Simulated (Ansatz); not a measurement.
# SiC (rocksalt type): the cost of one run

Program: Ansatz 0.2.0. Level of theory: DFT PBE, with the methods named in each step. These are calculated values, not measurements.

### 1 Starting point

It takes space group Fm-3m (No. 225, cubic). The conventional cell has a = 4.056 Å, b = 4.056 Å, c = 4.056 Å, α = 90.00°, β = 90.00°, γ = 90.00°. Si (site symmetry m-3m) is surrounded by 6 C at 2.03 Å. C (site symmetry m-3m) is surrounded by 6 Si at 2.03 Å.

As a file:

```
CELL_PARAMETERS angstrom
0.00000 2.02807 2.02807
2.02807 0.00000 2.02807
2.02807 2.02807 0.00000
ATOMIC_POSITIONS crystal
Si 0.00000 0.00000 0.00000
C 0.50000 0.50000 0.50000
```

Whether this phase is the stable one at these pressures isn't tested.

Atoms are numbered in the order of the input: Si1, C2.

### 2 The reference volume, LAPW

Input file input.yaml:

```yaml
crystal:
  lattice:
    - [0.0, 2.0280690359, 2.0280690359]
    - [2.0280690359, 0.0, 2.0280690359]
    - [2.0280690359, 2.0280690359, 0.0]
  atoms:
    - { symbol: Si, position: [0.0, 0.0, 0.0] }
    - { symbol: C, position: [0.5, 0.5, 0.5] }
kpoints:
  mp_grid: { grid: [17, 17, 17] }
  band_path:
    path:
      - [0.0, 0.0, 0.0]
      - [0.5, 0.0, 0.5]
      - [0.625, 0.25, 0.625]
      - [0.375, 0.375, 0.75]
      - [0.0, 0.0, 0.0]
      - [0.5, 0.5, 0.5]
      - [0.5, 0.25, 0.75]
      - [0.5, 0.0, 0.5]
    npoints: 14
scf:
  occupations: { method: fermi_dirac, width: 0.05 }
hamiltonian:
  xc: pbe
  pseudopotentials: { kind: all_electron, lapw: { basis_error: 0.001 } }
output:
  forces: true
  stress: true
  eigenvalues: true
  populations: true
  dos: { projected: true, de: 0.2, e_range: [-14, 8] }
```

On the command line:

```sh
$ ansatz run input.yaml --threads 1 --pin off --max-ram 2048MiB --backend cpu --events-out ev --progress --plain --runs-dir out
```

What time and memory should one allow on 1 thread of Intel Xeon 6975P-C (Granite Rapids), shared host?

About 8.3 s, with a peak of 0.38 GiB.
